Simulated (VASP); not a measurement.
A run of VASP 6.6.1:

INCAR

```
  ALGO = Fast
  DIPOL = 0.5 0.5 0.500
  EDIFF = 1E-6
  EFIELD = -0.1
  ENCUT = 520
  GGA = PE
  IDIPOL = 3
  ISIF = 2
  ISMEAR = -1
  LASPH = T
  LCHARG = F
  LDIPOL = T
  LREAL = F
  LVACPOTAV = T
  LVHAR = T
  LWAVE = F
  NELM = 80
  PREC = Accurate
  SIGMA = 0.05
```

KPOINTS

```
k-points
0
Gamma
  8 8 1
```

Contents of POSCAR:

```
AlAs
1.0
    4.0027900669      0.0000000000      0.0000000000
   -2.0013950335      3.4665178840      0.0000000000
    0.0000000000      0.0000000000     25.6218593124
As Al
4 4
Direct
    0.0000000000      0.0000000000      0.2927188034
    0.3333333333      0.6666666667      0.4202764629
    0.6666666667      0.3333333333      0.5478341223
    0.0000000000      0.0000000000      0.6753917817
    0.3333333333      0.6666666667      0.3246082183
    0.6666666667      0.3333333333      0.4521658777
    0.0000000000      0.0000000000      0.5797235371
    0.3333333333      0.6666666667      0.7072811966
```

Potentials or basis: VASP PAW PBE potentials, release 64 (As, Al).

Run with:

```bash
$ cat potpaw_PBE.64/As/POTCAR potpaw_PBE.64/Al/POTCAR > POTCAR
$ mpirun -np 1 vasp_std > vasp.out
```

Hardware: 1 thread of Intel(R) Xeon(R) Platinum 8488C (Sapphire Rapids), on a shared host.

Task: How long does it take, and how much memory?

Result: It took 2.9 min on 1 thread of Intel(R) Xeon(R) Platinum 8488C (Sapphire Rapids), on a shared host, peak memory 0.43 GiB. Counts: scf iterations 35, k points 10.
